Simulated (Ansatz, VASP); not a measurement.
**One calculation of HfH8, two programs**

```xyz
9
Lattice="0.0000 2.8910 2.8910 2.8910 0.0000 2.8910 2.8910 2.8910 0.0000" Properties=species:S:1:pos:R:3 pbc="T T T"
Hf    1.4455    1.4455    1.4455
H     1.4172    2.8910    2.8910
H     4.3649    2.8910    2.8910
H     2.8910    4.3649    2.8910
H     2.8910    1.4172    2.8910
H     2.8910    2.8910    4.3649
H     2.8910    2.8910    1.4172
H     4.3365    4.3365    4.3365
H     2.8910    2.8910    2.8910
```

Alike in both runs: functional PBE; k mesh 12 × 12 × 12; occupations gaussian, width 0.1 eV; no spin polarisation.

Ansatz relaxed the structure, and its values are those at the end. VASP's run is a single point on that final structure, the one shown.

```csv
,VASP,Ansatz
version,VASP 6.6.1,Ansatz 0.2.0
potentials or method,"VASP PAW PBE potentials, release 64 (Hf_pv, H)","scalar-relativistic, plane waves, PAW"
plane-wave cutoff (eV),520,420
valence electrons in the cell,18,34
```

VASP gave:

| Item | Value |
| --- | --- |
| gap on the k mesh at the Fermi level (eV) | none |
| pressure (GPa) | -0.8 |

Q: Estimate Ansatz's values.

A: gap on the k mesh at the Fermi level (eV): none; pressure (GPa): 0.0.

A gap of «none» marks a metal or a gap that the smearing closes. The two sets of potentials don't hold the same shells in valence.

The runs have no spin-orbit coupling, so splittings on Hf are missing.
